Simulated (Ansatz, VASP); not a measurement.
# AgCl: VASP beside Ansatz

```
Ag Cl
1.0
     3.45841    0.00000    0.00000
     0.00000    3.45841    0.00000
     0.00000    0.00000    3.39559
Ag Cl
1 1
Direct
  0.00000 0.00000 0.00000
  0.50000 0.50000 0.50000
```

Change from the starting cell: biaxial_xy strain +1.9%.

Alike in both runs: task single point; functional HSE06; k mesh 6 × 6 × 6; no spin polarisation.

|  | VASP | Ansatz |
| --- | --- | --- |
| version | VASP 6.6.1 | Ansatz 0.2.0 |
| potentials or method | VASP PAW PBE potentials, release 64 (Ag, Cl) | plane waves, PAW |
| plane-wave cutoff (eV) | 520 | 420 |
| occupations | gaussian, width 0.01 eV | fixed |
| valence electrons in the cell | 18 | 26 |

Ansatz gave:

* gap on the k mesh at the Fermi level (eV): 1.96
* pressure (GPa): -0.5
* largest component of the traceless stress (GPa): 0.72

**Question.** Which values does VASP return?

**Answer.** gap on the k mesh at the Fermi level (eV): 1.95; pressure (GPa): -0.7; largest component of the traceless stress (GPa): 0.72.

The two sets of potentials don't hold the same shells in valence. Ansatz warned: «stress_exchange_threshold_loose».

Caveats: the PAW data sets were made with another functional, which shifts forces and pressure a little (VASP). A k mesh can miss the band edges.
